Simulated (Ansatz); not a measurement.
**Ag: a listed cell, distorted in several ways**

Aim: see how energy, forces, stress and gap of Ag answer to further strains and shifts, swapped elements, distortions that keep the symmetry, other functionals. Nothing is relaxed unless a step says so.

Method: DFT PBE, scalar-relativistic, plane waves, PAW, unless a step's input says otherwise, in Ansatz 0.2.0.

## Step 1: The system as given

Symmetry: Im-3m, No. 229, cubic system. The conventional cell has a = 3.311 Å, b = 3.311 Å, c = 3.311 Å, α = 90.00°, β = 90.00°, γ = 90.00°. Ag (site symmetry m-3m) is surrounded by 8 Ag at 2.87 Å.

As a file:

```
CELL_PARAMETERS angstrom
-1.65565 1.65565 1.65565
1.65565 -1.65565 1.65565
1.65565 1.65565 -1.65565
ATOMIC_POSITIONS crystal
Ag 0.00000 0.00000 0.00000
```

The structure comes from the Materials Project (structure only).

## Step 2: A change within the space group

The change: strain xx, yy, zz, yz, xz, xy = +4.9, +4.9, +4.9, +0.0, +0.0, +0.0 %.

input.yaml

```yaml
crystal:
  lattice:
    - [-1.7373605249, 1.7373605249, 1.7373605249]
    - [1.7373605249, -1.7373605249, 1.7373605249]
    - [1.7373605249, 1.7373605249, -1.7373605249]
  atoms:
    - { symbol: Ag, position: [0.0, 0.0, 0.0] }
basis:
  ecutwfc: 420
kpoints:
  mp_grid: { grid: [18, 18, 18] }
hamiltonian:
  xc: pbe
scf:
  occupations: { method: gaussian, width: 0.1 }
output:
  forces: true
  stress: true
  eigenvalues: true
```

Run with:

```
> ansatz run input.yaml --threads 1 --pin off --max-ram 1331MiB --backend cpu --events-out ev --progress --plain --runs-dir out
```

## Step 3: Functional and cell changed: r2SCAN

input.yaml

```yaml
crystal:
  lattice:
    - [-1.6524254747, 1.6524254747, 1.6524254747]
    - [1.6524254747, -1.6524254747, 1.6524254747]
    - [1.6524254747, 1.6524254747, -1.6524254747]
  atoms:
    - { symbol: Ag, position: [0.0, 0.0, 0.0] }
basis:
  ecutwfc: 500
kpoints:
  mp_grid: { grid: [18, 18, 18] }
hamiltonian:
  xc: r2scan
scf:
  occupations: { method: gaussian, width: 0.1 }
output:
  forces: true
  stress: true
  eigenvalues: true
```

## Step 4: A change within a subgroup

input.yaml

```yaml
crystal:
  lattice:
    - [-1.6625580772, 1.6625580772, 1.8115669372]
    - [1.6625580772, -1.6625580772, 1.8115669372]
    - [1.6625580772, 1.6625580772, -1.8115669372]
  atoms:
    - { symbol: Ag, position: [0.0, 0.0, 0.0] }
basis:
  ecutwfc: 420
kpoints:
  mp_grid: { grid: [16, 16, 16] }
hamiltonian:
  xc: pbe
scf:
  occupations: { method: gaussian, width: 0.1 }
output:
  forces: true
  stress: true
  eigenvalues: true
```

## Step 5: Functional and cell changed: r2SCAN

input.yaml

```yaml
crystal:
  lattice:
    - [-1.6225243635, 1.6225243635, 1.6225243635]
    - [1.6225243635, -1.6225243635, 1.6225243635]
    - [1.6225243635, 1.6225243635, -1.6225243635]
  atoms:
    - { symbol: Ag, position: [0.0, 0.0, 0.0] }
basis:
  ecutwfc: 500
kpoints:
  mp_grid: { grid: [18, 18, 18] }
hamiltonian:
  xc: r2scan
scf:
  occupations: { method: gaussian, width: 0.1 }
output:
  forces: true
  stress: true
  eigenvalues: true
```

## Step 6: Substitution of an element, cell strained: Ag → Au, first probe

input.yaml

```yaml
crystal:
  lattice:
    - [-1.5441828126, 1.5441828126, 1.5441828126]
    - [1.5441828126, -1.5441828126, 1.5441828126]
    - [1.5441828126, 1.5441828126, -1.5441828126]
  atoms:
    - { symbol: Au, position: [0.0, 0.0, 0.0] }
basis:
  ecutwfc: 420
kpoints:
  mp_grid: { grid: [8, 8, 8] }
hamiltonian:
  xc: pbe
scf:
  occupations: { method: gaussian, width: 0.1 }
output:
  forces: true
  stress: true
  eigenvalues: true
```

## Step 7: One element swapped, cell strained: Ag → Au

input.yaml: that of step 6 with these lines changed.

```diff
@@ -10,3 +10,3 @@
 kpoints:
-  mp_grid: { grid: [8, 8, 8] }
+  mp_grid: { grid: [18, 18, 18] }
 hamiltonian:
@@ -19 +19,2 @@
   eigenvalues: true
+  populations: true
```

## Step 8: A distortion that keeps the symmetry

input.yaml

```yaml
crystal:
  lattice:
    - [-1.7271451397, 1.7271451397, 1.7271451397]
    - [1.7271451397, -1.7271451397, 1.7271451397]
    - [1.7271451397, 1.7271451397, -1.7271451397]
  atoms:
    - { symbol: Ag, position: [0.0, 0.0, 0.0] }
basis:
  ecutwfc: 420
kpoints:
  mp_grid: { grid: [18, 18, 18] }
hamiltonian:
  xc: pbe
scf:
  occupations: { method: gaussian, width: 0.1 }
output:
  forces: true
  stress: true
  eigenvalues: true
```

## Step 9: A change within the space group

input.yaml

```yaml
crystal:
  lattice:
    - [-1.7294961684, 1.7294961684, 1.7294961684]
    - [1.7294961684, -1.7294961684, 1.7294961684]
    - [1.7294961684, 1.7294961684, -1.7294961684]
  atoms:
    - { symbol: Ag, position: [0.0, 0.0, 0.0] }
basis:
  ecutwfc: 420
kpoints:
  mp_grid: { grid: [18, 18, 18] }
hamiltonian:
  xc: pbe
scf:
  occupations: { method: gaussian, width: 0.1 }
output:
  forces: true
  stress: true
  eigenvalues: true
```

## Step 10: A distortion that keeps the symmetry

input.yaml

```yaml
crystal:
  lattice:
    - [-1.6208024833, 1.6208024833, 1.6208024833]
    - [1.6208024833, -1.6208024833, 1.6208024833]
    - [1.6208024833, 1.6208024833, -1.6208024833]
  atoms:
    - { symbol: Ag, position: [0.0, 0.0, 0.0] }
basis:
  ecutwfc: 420
kpoints:
  mp_grid: { grid: [18, 18, 18] }
hamiltonian:
  xc: pbe
scf:
  occupations: { method: gaussian, width: 0.1 }
output:
  forces: true
  stress: true
  eigenvalues: true
```

Before running it: what results should come out? Wanted: for each run, case; energy; pressure; largest force.

**Answer**, as computed:

```
step                                         case  energy (meV/atom)  pressure (GPa)  largest force (eV/Å)  gap on the mesh (eV)
   2              a change within the space group               +0.0            -8.7                  0.00                  0.00
   3          functional and cell changed: r2SCAN                n/a            -3.0                  0.00                  0.00
   4                   a change within a subgroup             -49.2*            -6.9                  0.00                  0.00
   5          functional and cell changed: r2SCAN                n/a             2.2                  0.00                  0.00
   7  one element swapped, cell strained: Ag → Au                n/a            50.1                  0.00                  0.00
   8         a distortion that keeps the symmetry              -19.3            -8.1                  0.00                  0.00
   9              a change within the space group              -15.0            -8.2                  0.00                  0.00
  10         a distortion that keeps the symmetry              -77.7             5.7                  0.00                  0.00
```

Energies are counted from step 2, with the smearing taken to zero; a star marks another k mesh, which can shift energies by itself, so starred rows don't rank against the others. Other atoms or functionals have another zero of energy (n/a). A gap of 0.00 means none on the mesh at this level.

The pressure is 5.7 GPa in the smallest cell and -8.7 GPa in the largest; between them shape and moved atoms count too. The distorted cells of the listed formula and level show no gap on the mesh. Spin-orbit coupling is left out for Au.
